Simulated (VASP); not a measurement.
# K (Fd-3m) in VASP: single point with PBE

Aim: the single point of K with PBE.

All numbers are computed with VASP 6.6.1; they aren't measurements. Logs are shortened: lines on timing, memory, paths and dates and some standing lists are left out, and cuts for length are marked.

## (1) Starting point

It takes space group Fd-3m (No. 227, cubic). Conventional cell: a = 9.651 Å, b = 9.651 Å, c = 9.651 Å, α = 90.00°, β = 90.00°, γ = 90.00°. Around K (site symmetry -43m) lie 4 K at 4.18 Å.

The cell was built by a generator and needn't be a form met in nature.

## (2) Single point, PBE

INCAR reads:

```
  PREC = Accurate
  ENCUT = 520
  EDIFF = 1E-6
  ISMEAR = -1
  SIGMA = 0.13605693000000002
  LREAL = False
  LASPH = True
  NELM = 80
  ALGO = Normal
  ISIF = 2
  LWAVE = False
  LCHARG = False
  GGA = PE
  NBANDS = 16
```

KPOINTS reads:

```
regular mesh
0
Gamma
  8 8 8
```

POSCAR reads:

```
K
1.0
    0.0000000000      4.8252861205      4.8252861205
    4.8252861205      0.0000000000      4.8252861205
    4.8252861205      4.8252861205      0.0000000000
K
2
Direct
    0.0000000000      0.0000000000      0.0000000000
    0.2500000000      0.2500000000      0.2500000000
```

Potentials or basis: VASP PAW PBE potentials, release 64 (K_sv).

Run with:

```bash
> cat potpaw_PBE.64/K_sv/POTCAR > POTCAR
> mpirun -np 1 vasp_std > vasp.out
```

OUTCAR:

```text
PREC = Accurate
   ENCUT = 520
   EDIFF = 1E-6
   ISMEAR = -1
   LREAL = False
   LASPH = True
   NELM = 80
   ISIF = 2
   GGA = PE

 ion  position               nearest neighbor table
   1  0.000  0.000  0.000-
   2  0.250  0.250  0.250-

  LATTYP: Found a face centered cubic cell.
 ALAT       =     9.6505722410

  Lattice vectors:

 A1 = (   0.0000000000,   4.8252861205,   4.8252861205)
 A2 = (   4.8252861205,   0.0000000000,   4.8252861205)
 A3 = (   4.8252861205,   4.8252861205,   0.0000000000)

Analysis of symmetry for initial positions (statically):
=====================================================================
 Subroutine PRICEL returns:
 Original cell was already a primitive cell.

 Routine SETGRP: Setting up the symmetry group for a
 face centered cubic supercell.

 Subroutine GETGRP returns: Found 48 space group operations
 (whereof 24 operations were pure point group operations)
 out of a pool of 48 trial point group operations.

The static configuration has the point symmetry T_d .
 The point group associated with its full space group is O_h .

Analysis of symmetry for dynamics (positions and initial velocities):
=====================================================================
 Subroutine PRICEL returns:
 Original cell was already a primitive cell.

 Routine SETGRP: Setting up the symmetry group for a
 face centered cubic supercell.

 Subroutine GETGRP returns: Found 48 space group operations
 (whereof 24 operations were pure point group operations)
 out of a pool of 48 trial point group operations.

The dynamic configuration has the point symmetry T_d .
 The point group associated with its full space group is O_h .

 Subroutine INISYM returns: Found 48 space group operations
 (whereof 24 operations are pure point group operations),
 and found     1 'primitive' translations

----------------------------------------------------------------------------------------

                                     Primitive cell

  volume of cell :     224.6980

  direct lattice vectors                    reciprocal lattice vectors
     0.000000000  4.825286121  4.825286121    -0.103620798  0.103620798  0.103620798
     4.825286121  0.000000000  4.825286121     0.103620798 -0.103620798  0.103620798
     4.825286121  4.825286121  0.000000000     0.103620798  0.103620798 -0.103620798

  length of vectors
     6.823985074  6.823985074  6.823985074     0.179476487  0.179476487  0.179476487

  position of ions in fractional coordinates (direct lattice)
     0.000000000  0.000000000  0.000000000
     0.250000000  0.250000000  0.250000000

  ion indices of the primitive-cell ions
   primitive index   ion index
                 1           1
                 2           2

----------------------------------------------------------------------------------------

 KPOINTS: regular mesh

Automatic generation of k-mesh.
 Grid dimensions read from file:
 generate k-points for:    8    8    8

 Generating k-lattice:

  Cartesian coordinates                     Fractional coordinates (reciprocal lattice)
    -0.012952600  0.012952600  0.012952600     0.125000000  0.000000000  0.000000000
     0.012952600 -0.012952600  0.012952600     0.000000000  0.125000000  0.000000000
     0.012952600  0.012952600 -0.012952600     0.000000000  0.000000000  0.125000000

  Length of vectors
     0.022434561  0.022434561  0.022434561

  Shift w.r.t. Gamma in fractional coordinates (k-lattice)
     0.000000000  0.000000000  0.000000000

 Subroutine IBZKPT returns following result:
 ===========================================

 Found     29 irreducible k-points:

 Following reciprocal coordinates:
            Coordinates               Weight
  0.000000  0.000000  0.000000      1.000000
  0.125000  0.000000  0.000000      8.000000
  0.250000  0.000000  0.000000      8.000000
  0.375000  0.000000  0.000000      8.000000
  0.500000  0.000000  0.000000      4.000000
  0.125000  0.125000  0.000000      6.000000
[... 16 lines left out ...]
  0.500000  0.250000  0.125000     48.000000
 -0.375000  0.250000  0.125000     24.000000
 [... further k-points ...]
   k-points           NKPTS =     29   k-points in BZ     NKDIM =     29   number of bands    NBANDS=     16
   number of dos      NEDOS =    301   number of ions     NIONS =      2
   total plane-waves  NPLWV = 157464
   dimension x,y,z NGX =    54 NGY =   54 NGZ =   54
   dimension x,y,z NGXF=   108 NGYF=  108 NGZF=  108
   ions per type =               2
   NGX,Y,Z   is equivalent  to a cutoff of  13.16, 13.16, 13.16 a.u.
   NGXF,Y,Z  is equivalent  to a cutoff of  26.31, 26.31, 26.31 a.u.
 SYSTEM =  unknown system
   PREC   = accura    normal or accurate (medium, high low for compatibility)
   ISTART =      0    job   : 0-new  1-cont  2-samecut
   ICHARG =      2    charge: 1-file 2-atom 10-const
   ISPIN  =      1    spin polarized calculation?
   LNONCOLLINEAR =      F non collinear calculations
   LSORBIT =      F    spin-orbit coupling
   LASPH  =      T    aspherical Exc in radial PAW
   ENCUT  =  520.0 eV  38.22 Ry    6.18 a.u.  12.69 12.69 12.69*2*pi/ulx,y,z
   NELM   =     80;   NELMIN=  2; NELMDL= -5     # of ELM steps
   EDIFF  = 0.1E-05   stopping-criterion for ELM
   LREAL  =      F    real-space projection
   EDIFFG = 0.1E-04   stopping-criterion for IOM
   NSW    =      0    number of steps for IOM
   IBRION =     -1    ionic relax: 0-MD 1-quasi-New 2-CG
   NFREE  =      0    steps in history (QN), initial steepest desc. (CG)
   ISIF   =      2    stress and relaxation
   ISYM   =      2    0-nonsym 1-usesym 2-fastsym
   POTIM  = 0.5000    time-step for ionic-motion
   TEBEG  =    0.0;   TEEND  =   0.0 temperature during run
   PSTRESS=    0.0 pullay stress
   NELECT =      18.0000    total number of electrons
   NUPDOWN=      -1.0000    fix difference up-down
   EMIN   =  10.00;   EMAX   =-10.00  energy-range for DOS
   EFERMI =   0.00;   METHOD = LEGACY
   ISMEAR =    -1;   SIGMA  =   0.14  broadening in eV -4-tet -1-fermi 0-gaus
   EFERMI_NEDOS =   21; number of points for ismear=-14 and -15
   IALGO  =     38    algorithm
   IMIX   =      4    mixing-type and parameters
     AMIX     =   0.40;   BMIX     =  1.00
     AMIX_MAG =   1.60;   BMIX_MAG =  1.00
  volume/ion in A,a.u.               =     112.35       758.17
  Fermi-wavevector in a.u.,A,eV,Ry     =   0.705720  1.333618  6.776261  0.498041
  Thomas-Fermi vector in A             =   1.791308
   LORBIT       =      0    0 simple, 1 ext, 2 COOP (PROOUT), +10 PAW based schemes
   GGA     = PE    functional components
   LHFCALC =     F    Hartree Fock is set to
   AEXX    =    0.0000 exact exchange contribution
   IVDW    =     0    specifies the selected vdW correction
   LEPSILON=     F    determine dielectric tensor
   LRPA    =     F    only Hartree local field effects (RPA)
 non-spin polarized calculation
  energy-cutoff  :      520.00
  volume of cell :      224.70
 maximum number of plane-waves:      6077
 NGX is ok and might be reduce to    54
   NGX = 25   NGY = 25   NGZ = 25

 number of electron      18.0000000 magnetization

 Free energy of the ion-electron system (eV)
  ---------------------------------------------------
  ext. energy  EPLUGINS =         0.00000000
  ---------------------------------------------------
  free energy    TOTEN  =        -1.55010612 eV

  energy without entropy =       -1.44842811  energy(sigma->0) =       -1.49926711

 E-fermi :  -0.8417     XC(G=0):  -4.6389

 val. band max:       -0.9199547917   @ k =   0.5000   0.0000   0.0000
 cond. band min:      -0.8237102843   @ k =  -0.3750   0.3750   0.0000
 fundamental gap:      0.0962445075
 Fermi energy:        -0.8416971907

 k-point     1 :       0.0000    0.0000    0.0000
  band No.  band energies     occupation
      1     -33.4396      2.00000
      2     -33.4275      2.00000
      3     -16.9402      2.00000
      4     -16.9402      2.00000
      5     -16.9402      2.00000
      6     -16.8837      2.00000
[... 8 lines left out ...]
     15       1.8278      0.00000
     16       1.9207      0.00000

 k-point     2 :       0.1250    0.0000    0.0000
  band No.  band energies     occupation
      1     -33.4392      2.00000
      2     -33.4278      2.00000
      3     -16.9411      2.00000
      4     -16.9411      2.00000
      5     -16.9399      2.00000
      6     -16.8842      2.00000
[... 8 lines left out ...]
     15       1.8672      0.00000
     16       1.9506      0.00000

 k-point     3 :       0.2500    0.0000    0.0000
  band No.  band energies     occupation
      1     -33.4383      2.00000
      2     -33.4287      2.00000
      3     -16.9432      2.00000
      4     -16.9432      2.00000
      5     -16.9391      2.00000
      6     -16.8854      2.00000
[... 8 lines left out ...]
     15       1.7503      0.00000
     16       2.1922      0.00000

 k-point     4 :       0.3750    0.0000    0.0000
  band No.  band energies     occupation
      1     -33.4371      2.00000
      2     -33.4299      2.00000
      3     -16.9451      2.00000
      4     -16.9451      2.00000
      5     -16.9383      2.00000
      6     -16.8866      2.00000
[... 8 lines left out ...]
     15       1.6385      0.00000
     16       2.4490      0.00000
[... 324 lines left out ...]
 k-point    22 :       0.3750    0.2500    0.1250
  band No.  band energies     occupation
      1     -33.4375      2.00000
      2     -33.4296      2.00000
      3     -16.9477      2.00000
      4     -16.9456      2.00000
      5     -16.9328      2.00000
      6     -16.8918      2.00000
[... 8 lines left out ...]
     15       1.9788      0.00000
     16       2.3393      0.00000

 k-point    23 :       0.5000    0.2500    0.1250
  band No.  band energies     occupation
      1     -33.4363      2.00000
      2     -33.4307      2.00000
      3     -16.9502      2.00000
      4     -16.9473      2.00000
      5     -16.9293      2.00000
      6     -16.8955      2.00000
[... 8 lines left out ...]
     15       1.9860      0.00000
     16       2.4274      0.00000

 k-point    24 :      -0.3750    0.2500    0.1250
  band No.  band energies     occupation
      1     -33.4357      2.00000
      2     -33.4314      2.00000
      3     -16.9510      2.00000
      4     -16.9481      2.00000
      5     -16.9276      2.00000
      6     -16.8972      2.00000
[... 8 lines left out ...]
     15       2.1561      0.00000
     16       2.5187      0.00000

 [... further k-points ...]
[... 5 lines left out ...]
  --------------------------------------------------------------------------------------
  -------------------------------------------------------------------------------------
  Total       -0.0168488     -0.0168488     -0.0168488     -0.0000000     -0.0000000      0.0000000
  in kB       -0.1201383     -0.1201383     -0.1201383     -0.0000000     -0.0000000      0.0000000
  external PRESSURE =      -0.1201383 kB  Pullay stress =       0.0000000 kB

 VOLUME and BASIS-vectors are now :
 -----------------------------------------------------------------------------
  energy-cutoff  :      520.00
  volume of cell :      224.70
      direct lattice vectors                 reciprocal lattice vectors
     0.000000000  4.825286121  4.825286121    -0.103620798  0.103620798  0.103620798
     4.825286121  0.000000000  4.825286121     0.103620798 -0.103620798  0.103620798
     4.825286121  4.825286121  0.000000000     0.103620798  0.103620798 -0.103620798

 POSITION                                       TOTAL-FORCE (eV/Angst)
 -----------------------------------------------------------------------------------
      0.00000      0.00000      0.00000        -0.000000     -0.000000     -0.000000
      2.41264      2.41264      2.41264         0.000000      0.000000      0.000000
 -----------------------------------------------------------------------------------
    total drift:                                0.000000      0.000000     -0.000000

  FREE ENERGIE OF THE ION-ELECTRON SYSTEM (eV)
  ---------------------------------------------------
  free  energy   TOTEN  =        -1.5501061243 eV

  energy  without entropy=       -1.4484281052  energy(sigma->0) =       -1.49926711
```

Run time: 2 min. Hardware: 1 thread of Intel Xeon Platinum 8375C at 2.90GHz (Ice Lake), shared host; peak memory 0.42 GiB.

What came out:

* Free energy: -1.5501 eV
* Pressure: 0.0 GPa
* Band gap on the k mesh: none (metal or under the smearing width)
